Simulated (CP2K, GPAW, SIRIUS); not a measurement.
# CuI: energy against volume and a worked fit

The structure is cubic, space group F-43m (No. 216). Conventional cell: a = 6.063 Å, b = 6.063 Å, c = 6.063 Å, α = 90.00°, β = 90.00°, γ = 90.00°. Around I (site symmetry -43m) lie 4 Cu at 2.63 Å. Cu (site symmetry -43m) has 4 I at 2.63 Å as nearest neighbours.

The cell was scaled at fixed shape and fractions and run with CP2K, POTENTIAL_UZH I GTH-PBE-q7, Cu GTH-PBE-q11; TZVP-MOLOPT-PBE-GTH basis; PBEsol, k mesh 8 × 8 × 8 on the cell of 2 atoms, fermi-dirac occupations of 0.05 eV, no spin polarisation, no spin-orbit coupling. The potentials were made for PBE. Energies are those that the program minimises, any entropy of the smearing included.

```tsv
V (Å³/atom)	energy over the lowest row (meV/atom)
26.1879	3.01
26.7451	0.00
27.3023	1.03
27.8595	5.10
28.4167	?
28.9738	21.50
29.5310	33.16
```

Problem. Fit the third-order Birch-Murnaghan form, give V0, B0 and B′, and predict the energy left open.

Solution. With y = (V0/V)^(2/3), E = E0 + (9 V0 B0/16) [(y - 1)³ B′ + (y - 1)² (6 - 4y)]. Least squares through the rows shown give V0 = 26.8850 Å³/atom, E0 = -0.03 meV, B0 = 50.31 GPa (1 eV/Å³ = 160.218 GPa) and B′ = 5.68, with a largest miss of 0.09 meV, so B0 and B′ are loose. At V = 28.4167 the form with these constants gives 12.08 meV; the run gave 12.04 meV an atom. Other set-ups at this level, from all their volumes (Å³/atom, GPa): GPAW, PAW data sets generated for this functional: V0 26.675, B0 48.3; SIRIUS, PseudoDojo 0.4.1 PBEsol standard (scalar relativistic): V0 26.333, B0 49.17. Measured volume: 27.71 Å³/atom at 300 K (a printed reference work), so the fit lies -3.0 % from it. The runs are for a static lattice.
